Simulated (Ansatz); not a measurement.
**TlBr: zone-centre modes**

Level of theory: DFT PBE+D3(BJ), scalar-relativistic, plane waves, PAW in Ansatz 0.2.0. Plane waves to 420 eV; Γ-centred k mesh 8×8×8; fixed occupations. No spin polarisation. Phonons by linear response, acoustic sum rule imposed.

The cell, relaxed at this level:
```
Tl Br
1.0
     3.97918    0.00000    0.00000
     0.00000    3.97918    0.00000
     0.00000    0.00000    3.97918
Tl Br
1 1
Cartesian
  0.0000 0.0000 0.0000
  1.9896 1.9896 1.9896
```

Spin–orbit coupling is left out, which can shift energies with elements as heavy as these. The run warned that the force constants aren't converged on this k mesh, so the frequencies and all that is formed from them are rough.

Task: Is this structure stable against zone-centre distortions?

Result: Yes, at Γ: no optical mode is imaginary. Strains and other wave vectors aren't tested by this run.

Task: List the optical modes at Γ without the LO field (i marks imaginary ones).

Result:
| frequency (cm⁻¹) | degeneracy | IR intensity of the level ((D/Å)²/amu) |
| --- | --- | --- |
| 38 | 3 | 5.36 |

Cost: 1 run of about 1.3 core-minutes, on Arm Neoverse N1 (shared hosts).